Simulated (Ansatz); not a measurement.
## Relaxation path: Hf (simple hexagonal type)

DFT, PBE, PAW with Ansatz's default frozen-core files, scalar-relativistic (Ansatz 0.2.0); a Γ-centred 18×18×17 k mesh, Fermi–Dirac smearing of 0.1 eV, no spin polarisation. The run relaxes cell and atoms at a target pressure of 250 GPa.

Command: `ansatz run input.yaml --threads 1 --pin off --max-ram 3584MiB --backend cpu --events-out ev --progress --plain --runs-dir out` It took 34 s on 1 thread of Intel(R) Xeon(R) Platinum 8259CL CPU @ 2.50GHz (Skylake/Cascade Lake), with other jobs on the host, peak memory 0.44 GiB.

PAW: frozen-core files, cutoff 420 eV; forces are relaxed below 0.005 eV/Å.

Each step lists its enthalpy F + pV a cell above the last geometry, the pressure, the cell vectors (Å), and Cartesian positions (Å) with forces (eV/Å).

The first step:

```
step 1  dH = 33.08 meV  P = 267.4 GPa
  cell 2.3941 0.0000 0.0000  -1.1971 2.0734 0.0000  0.0000 0.0000 2.2505
  Hf 0.0000 0.0000 0.0000   0.0000 0.0000 0.0000
```

Spin–orbit coupling is left out, which matters for the heavy atoms.

Task: Where does the relaxation end, and by which steps?

Result: After 5 geometries, with conventional a, b, c = 2.389, 2.389, 2.304 Å, at 11.389 Å³/atom (+1.95 % against the start) in space group P6/mmm, with a shortest distance of 2.304 Å. The further steps:
```
step 2  dH = 18.20 meV  P = 230.8 GPa
  cell 2.4023 0.0000 0.0000  -1.2011 2.0804 0.0000  0.0000 0.0000 2.3317
  Hf 0.0000 0.0000 0.0000   0.0000 0.0000 0.0000
step 3  dH = 0.25 meV  P = 248.1 GPa
  cell 2.3914 0.0000 0.0000  -1.1957 2.0710 0.0000  0.0000 0.0000 2.3048
  Hf 0.0000 0.0000 0.0000   0.0000 0.0000 0.0000
step 4  dH = 0.00 meV  P = 249.9 GPa
  cell 2.3893 0.0000 0.0000  -1.1946 2.0692 0.0000  0.0000 0.0000 2.3039
  Hf 0.0000 0.0000 0.0000   0.0000 0.0000 0.0000
step 5  dH = 0.00 meV  P = 250.0 GPa
  cell 2.3890 0.0000 0.0000  -1.1945 2.0689 0.0000  0.0000 0.0000 2.3043
  Hf 0.0000 0.0000 0.0000   0.0000 0.0000 0.0000
step 6  dH = -0.75 meV  P = 249.9 GPa  (same geometry on a basis chosen anew; earlier energies don't compare to the last digit)
  cell 2.3890 0.0000 0.0000  -1.1945 2.0689 0.0000  0.0000 0.0000 2.3043
  Hf 0.0000 0.0000 0.0000   0.0000 0.0000 0.0000
```
